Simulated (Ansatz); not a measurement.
MgS (started from an entry of an open crystallographic database) was relaxed with 5 functionals in the PAW code Ansatz, cell and atoms free, the symmetry of the start kept (meshes: PBE 8×8×8, r2SCAN 8×8×8, PBEsol 8×8×8, LDA 8×8×8, HSE06 6×6×6). No spin polarisation and no zero-point or thermal motion.

The LDA result:
```cif
data_structure
_symmetry_space_group_name_H-M 'Fm-3m'
_symmetry_Int_Tables_number 225
_cell_length_a 5.1292
_cell_length_b 5.1292
_cell_length_c 5.1292
_cell_angle_alpha 90.000
_cell_angle_beta 90.000
_cell_angle_gamma 90.000
_cell_volume 134.94
loop_
_atom_site_label
_atom_site_type_symbol
_atom_site_symmetry_multiplicity
_atom_site_Wyckoff_symbol
_atom_site_fract_x
_atom_site_fract_y
_atom_site_fract_z
_atom_site_occupancy
Mg1 Mg 4 a 0.00000 0.00000 0.00000 1
S1 S 4 b 0.50000 0.00000 0.00000 1
```

It is cubic, Fm-3m (No. 225); conventional cell a = 5.129 Å, 16.87 Å³ an atom. Mg has 6 S at 2.56 Å; S has 6 Mg at 2.56 Å.

Q: What lattice does HSE06 give?

A: a = 5.194 Å; the volume differs by +3.9 % from LDA's. Mg is surrounded by 6 S at 2.60 Å; S is surrounded by 6 Mg at 2.60 Å.

Q: What lattice does PBE give?

A: a = 5.230 Å; the volume differs by +6.0 % from LDA's. Mg has 6 S at 2.61 Å; S has 6 Mg at 2.61 Å.

Q: Held at the r2SCAN cell, what mean stress do LDA and PBE find, and does its sign point to their own minimum?

A: Yes. LDA -3.27 GPa, and its relaxed volume is -4.2 % from r2SCAN's; PBE +1.18 GPa, and its relaxed volume is +1.5 % from r2SCAN's. Compression counts positive, so a positive stress asks for a larger cell.
